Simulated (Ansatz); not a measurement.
## Os: changing the functional

```xyz
2
Lattice="2.7341 0.0000 0.0000 -1.3671 2.3678 0.0000 0.0000 0.0000 4.3197" Properties=species:S:1:pos:R:3 pbc="T T T"
Os    1.3671    0.7893    3.2398
Os    0.0000    1.5785    1.0799
```

Kept alike: task equation of state; k mesh 11 × 11 × 6; occupations fermi-dirac, width 0.05 eV; no spin polarisation. Program: Ansatz, Ansatz PAW. Cutoffs run from 420 to 500 eV. The mesh is that of the run's cell of 2 atoms. No spin-orbit coupling.

| functional | volume (Å³/atom) | bulk modulus (GPa) |
| --- | --- | --- |
| LDA | 13.702 | 448.5 |
| PBE | 14.281 | 397.4 |
| r2SCAN | 14.017 | 427.8 |

For a metal such a mesh leaves the last digits unconverged. Volume and modulus come from cells scaled at fixed shape and fractions; off cubic symmetry such a modulus can lie above the relaxed one. All rows use potentials made for PBE.

The volume runs from 13.702 (LDA) to 14.281 Å³/atom (PBE). From PBE: LDA -0.579; r2SCAN -0.264. The bulk modulus runs from 397.4 (PBE) to 448.5 GPa (LDA). From PBE: LDA +51.1; r2SCAN +30.4.
